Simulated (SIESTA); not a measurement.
The system is KBr.

```
CELL_PARAMETERS angstrom
4.04350 0.00000 0.00000
0.00000 4.04350 0.00000
0.00000 0.00000 4.04350
ATOMIC_POSITIONS crystal
Br 0.50000 0.50000 0.50000
K 0.00000 0.00000 0.00000
```

Measurements of this composition are mostly on another form, of space group No. 225.

| Item | Value |
| --- | --- |
| Program | SIESTA 5.4.2 |
| Task | single point |
| Functional | PBE |
| Potentials or basis | PseudoDojo 0.4 standard (PBE files) |
| Basis | DZP (energy shift 0.003 Ry; two zetas on semicore shells; d shell added on K) |
| Grid cutoff | 800 Ry |
| Energy shift | 0.003 Ry |
| k mesh | 7 × 7 × 7 |
| Occupations | fermi-dirac, width 0.05 eV |
| Spin | no spin polarisation |

On this cell: pressure -0.3 GPa; largest force zero by symmetry; band gap on the k mesh 3.94 eV, indirect (least direct gap 4.18 eV).

The same run follows on a disturbed copy (atoms moved at random, drawn with an rms of 0.05 Å):

```
CELL_PARAMETERS angstrom
4.04350 0.00000 0.00000
0.00000 4.04350 0.00000
0.00000 0.00000 4.04350
ATOMIC_POSITIONS crystal
Br 0.50038 0.49474 0.50228
K 0.99884 0.99978 0.97651
```

What does the disturbed cell give?

The energy moves by +1.7 meV/atom; pressure -0.3 GPa; largest force 0.065 eV/Å; band gap on the k mesh 3.94 eV, indirect (least direct gap 4.18 eV).

Forces on the atoms (eV/Å):
```
Br  -0.004  0.012 -0.064
K    0.004 -0.012  0.064
```

Caveats: an odd mesh through Γ misses points on the zone boundary, where band edges often lie; the basis of atomic orbitals isn't converged, which shifts pressures, moduli and gaps.
